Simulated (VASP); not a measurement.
PbSe (Clausthalite):

```
Pb Se
1.0
     0.00000    3.06065    3.06065
     3.06065    0.00000    3.06065
     3.06065    3.06065    0.00000
Pb Se
1 1
Direct
  0.00000 0.00000 0.00000
  0.50000 0.50000 0.50000
```

```yaml
Program: VASP 6.6.1
Task: relaxation of cell and atoms
Functional: PBE0
Potentials_or_basis: VASP PAW PBE potentials, release 64 (Pb_d, Se)
Cutoff: 600 eV
k_mesh: 4 × 4 × 4
Occupations: fermi-dirac, width 0.05 eV
Spin: no spin polarisation
```

At the start: pressure 1.3 GPa; volume 28.67 Å³/atom.

Task: Where does the relaxation end?

Result: Over 3 steps the energy falls by 2.6 meV/atom and the volume is 29.35 Å³/atom (+2.4 %); space group Fm-3m (No. 225, to 0.05 Å).

The path:
```csv
step,energy change (eV),largest force (eV/Å),pressure (GPa),volume (Å³)
1,0.0000,0.0000,1.26,57.34
2,-0.0044,0.0000,-0.36,59.24
3,-0.0052,0.0000,-0.02,58.71
```

Final structure:
```
CELL_PARAMETERS angstrom
0.00000 3.08475 3.08475
3.08475 0.00000 3.08475
3.08475 3.08475 0.00000
ATOMIC_POSITIONS crystal
Pb 0.00000 0.00000 0.00000
Se 0.50000 0.50000 0.50000
```

Caveat: the k mesh is coarse (spacing up to 0.44 Å⁻¹), so the values aren't converged, least of all with exact exchange; the PAW data sets were made with another functional, which shifts forces and pressure a little.
